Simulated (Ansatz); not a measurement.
**AlN (Fm-3m): seeking the equilibrium cell**

Aim: the volume at which the pressure of AlN (Fm-3m) vanishes.

Program: Ansatz 0.2.0. Level of theory: DFT PBEsol, scalar-relativistic, plane waves, PAW. These are calculated values, not measurements.

**1. The starting structure**

It takes space group Fm-3m (No. 225, cubic). Conventional cell: a = 4.069 Å, b = 4.069 Å, c = 4.069 Å, α = 90.00°, β = 90.00°, γ = 90.00°. Al (site symmetry m-3m) has 6 N at 2.03 Å as nearest neighbours. Around N (site symmetry m-3m) lie 6 Al at 2.03 Å.

Coordinates:

```
Al N
1.0
     0.00000    2.03452    2.03452
     2.03452    0.00000    2.03452
     2.03452    2.03452    0.00000
Al N
1 1
Cartesian
  2.0345 2.0345 2.0345
  0.0000 0.0000 0.0000
```

**2. First run, at the start cell**

Contents of input.yaml:

```yaml
crystal:
  lattice:
    - [0.0, 2.034518, 2.034518]
    - [2.034518, 0.0, 2.034518]
    - [2.034518, 2.034518, 0.0]
  atoms:
    - { symbol: Al, position: [0.5, 0.5, 0.5] }
    - { symbol: "N", position: [0.0, 0.0, 0.0] }
basis:
  ecutwfc: 420
  ecutrho_ratio: 4
kpoints:
  mp_grid: { grid: [10, 10, 10] }
hamiltonian:
  xc: pbesol
scf:
  occupations: { method: gaussian, width: 0.05 }
output:
  forces: true
  stress: true
  eigenvalues: true
```

Started as:

```sh
> ansatz run input.yaml --threads 1 --pin off --max-ram 2560MiB --backend cpu --events-out ev --progress --plain --runs-dir out
```

Further steps of the session: Next volume, run 2; Volume adjusted, run 3.

**Question.** What will these runs give? Wanted: volume; pressure; conventional cell; gap on the mesh.

As calculated:

| quantity | value |
| --- | --- |
| volume | 8.274 Å³/atom |
| pressure | 0.01 GPa |
| conventional cell | a = 4.045 Å, b = 4.045 Å, c = 4.045 Å, α = 90.00°, β = 90.00°, γ = 90.00° |
| gap on the mesh | 4.55 eV |

The volume went from 8.42 to 8.27 Å³/atom (-1.7 %), where 0.01 GPa is left.

These are semilocal Kohn-Sham gaps, which aren't the measured quantity. Such gaps usually fall short of the measured ones.
